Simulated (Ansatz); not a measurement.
The system is NbP.

```
Nb P
1.0
    -1.67492    1.67492    5.74011
     1.67492   -1.67492    5.74011
     1.67492    1.67492   -5.74011
Nb P
2 2
Direct
  0.24988 0.74988 0.50000
  0.49988 0.49988 0.00000
  0.83275 0.33275 0.50000
  0.08275 0.08275 0.00000
```

The cell is a database's computed one.

* Program: Ansatz 0.2.0
* Task: relaxation of cell and atoms
* Functional: BLYP
* Dispersion: D3(BJ)
* Potentials or basis: Ansatz PAW
* Cutoff: 420 eV (not typed: the program's choice for these potentials)
* k mesh: 11 × 11 × 11
* Occupations: fermi-dirac, width 0.05 eV
* Spin: no spin polarisation

At the start: volume 16.10 Å³/atom.

Problem. Where does the relaxation end?

Solution. It ends after 5 steps and the volume is 15.51 Å³/atom (-3.7 %); space group I4_1md (No. 109, to 0.05 Å).

Step by step:
| step | energy change (eV) | largest force (eV/Å) | volume (Å³) |
| --- | --- | --- | --- |
| 1 | 0.0000 | 0.0081 | 64.41 |
| 2 | -0.0289 | 0.0110 | 60.52 |
| 3 | -0.0527 | 0.0021 | 62.11 |
| 4 | -0.0529 | 0.0005 | 62.03 |
| 5 | -0.0526 | 0.0005 | 62.03 |

Final structure:
```
CELL_PARAMETERS angstrom
-1.65793 1.65793 5.64152
1.65793 -1.65793 5.64152
1.65793 1.65793 -5.64152
ATOMIC_POSITIONS crystal
Nb 0.25014 0.75014 0.50000
Nb 0.50014 0.50014 0.00000
P 0.83249 0.33249 0.50000
P 0.08249 0.08249 0.00000
```

Caveat: the plane-wave basis is chosen anew once the cell has moved, so the energies of steps on either side of that aren't comparable; the PAW data sets come from PBE, with cores solved anew for the run's functional, which leaves a small shift of forces and pressure.
